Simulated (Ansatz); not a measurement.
Random displacements in SiC

All numbers below come from DFT PBE, scalar-relativistic, plane waves, PAW (Ansatz). Cutoff 420 eV, Γ-centred 6×6×6 k-points, Gaussian smearing of 0.05 eV. No spin polarisation. Energies are free energies at this smearing, counted from the undisturbed cell; pressure is positive in compression.

The undisturbed cell (as given, not relaxed at this level):

```yaml
crystal:
  lattice:
    - [4.34800, 0.00000, 0.00000]
    - [0.00000, -4.34800, 0.00000]
    - [0.00000, 0.00000, -4.34800]
  atoms:
    - { symbol: Si, position: [0.00000, 0.50000, 0.50000] }
    - { symbol: Si, position: [0.50000, 0.00000, 0.50000] }
    - { symbol: Si, position: [0.50000, 0.50000, 0.00000] }
    - { symbol: Si, position: [0.00000, 0.00000, 0.00000] }
    - { symbol: C, position: [0.75000, 0.75000, 0.75000] }
    - { symbol: C, position: [0.25000, 0.25000, 0.75000] }
    - { symbol: C, position: [0.25000, 0.75000, 0.25000] }
    - { symbol: C, position: [0.75000, 0.25000, 0.25000] }
```

The atoms are displaced (Å, in the unstrained cell):

```tsv
atom	ux	uy	uz
Si1	-0.077	0.057	-0.115
Si2	-0.051	0.000	0.013
Si3	0.101	0.189	-0.078
Si4	0.106	-0.054	0.013
C5	-0.006	-0.010	-0.018
C6	0.011	-0.033	0.109
C7	-0.039	-0.089	0.052
C8	-0.045	-0.061	0.026
```

Strain (Voigt, engineering shear): (0.0281, -0.0423, -0.0252, 0.0730, 0.0031, -0.0749).

(1) What are the energy change, the stress and the forces?

Answers

(1) ΔE = 555.6 meV/atom; stress (xx, yy, zz, yz, xz, xy; compression positive) (22.51, 33.26, 36.82, -36.00, -21.04, 38.68) GPa; gap on the mesh 0.17 eV.
```tsv
atom	Fx (eV/Å)	Fy	Fz
Si1	-1.23	-3.89	4.54
Si2	0.53	1.31	1.20
Si3	-8.97	-9.72	8.45
Si4	-4.25	-0.75	2.35
C5	0.05	0.23	-1.16
C6	2.35	1.42	-3.79
C7	3.13	4.49	-3.53
C8	8.39	6.92	-8.05
```

Cost: 1 run of about 0.29 core-minutes, on Intel Xeon Processor @ 2.70GHz (shared hosts).